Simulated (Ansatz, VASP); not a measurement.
# Al in VASP and in Ansatz

```
Al
1.0
    -1.68401    1.68401    1.68401
     1.68401   -1.68401    1.68401
     1.68401    1.68401   -1.68401
Al
1
Cartesian
  0.0000 0.0000 0.0000
```

Alike in both runs: task single point; functional PBE; k mesh 8 × 8 × 8; occupations gaussian, width 0.1 eV; no spin polarisation.

|  | VASP | Ansatz |
| --- | --- | --- |
| version | VASP 6.6.1 | Ansatz 0.2.0 |
| potentials or method | VASP PAW PBE potentials, release 64 (Al) | scalar-relativistic, plane waves, PAW |
| plane-wave cutoff (eV) | 520 | 420 |
| valence electrons in the cell | 3 | 3 |

```csv
,VASP,Ansatz,Ansatz less VASP
gap on the k mesh at the Fermi level (eV),none,none,-
pressure (GPa),-5.9,-5.9,+0.02
```

A gap of «none» marks a metal or a gap that the smearing closes.
